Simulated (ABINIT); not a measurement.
Cu:

```
CELL_PARAMETERS angstrom
1.21846 -3.97638 0.00000
1.21846 3.97638 0.00000
0.00000 0.00000 2.47550
ATOMIC_POSITIONS crystal
Cu 0.86613 0.13387 0.75000
Cu 0.13387 0.86613 0.25000
```

This isn't the form of Cu at room conditions, which is fcc.

```yaml
Program: ABINIT 10.8.3 (patched build)
Task: single point
Functional: PBE
Potentials_or_basis: JTH PAW PBE v2.0
Cutoff: 707 eV
k_mesh: 11 × 11 × 11
Occupations: fermi-dirac, width 0.05 eV
Spin: no spin polarisation
```

On this cell: pressure 6.5 GPa; largest force 0.045 eV/Å; band gap on the k mesh none (metal or under the smearing width).

The same run follows on a disturbed copy (atoms moved at random, drawn with an rms of 0.05 Å):

```
CELL_PARAMETERS angstrom
1.21846 -3.97638 0.00000
1.21846 3.97638 0.00000
0.00000 0.00000 2.47550
ATOMIC_POSITIONS crystal
Cu 0.87112 0.13331 0.73992
Cu 0.13504 0.88518 0.24696
```

Question: What changes?

Answer: The energy (extrapolated to zero smearing) moves by +16.6 meV/atom; pressure 6.6 GPa; largest force 0.760 eV/Å; band gap on the k mesh none (metal or under the smearing width).

Forces on the atoms (eV/Å):
```
Cu   0.006  0.758  0.055
Cu  -0.006 -0.758 -0.055
```

Stress tensor (GPa, compression positive):
```
 4.40 -0.54  0.01
-0.54  8.08  0.17
 0.01  0.17  7.45
```
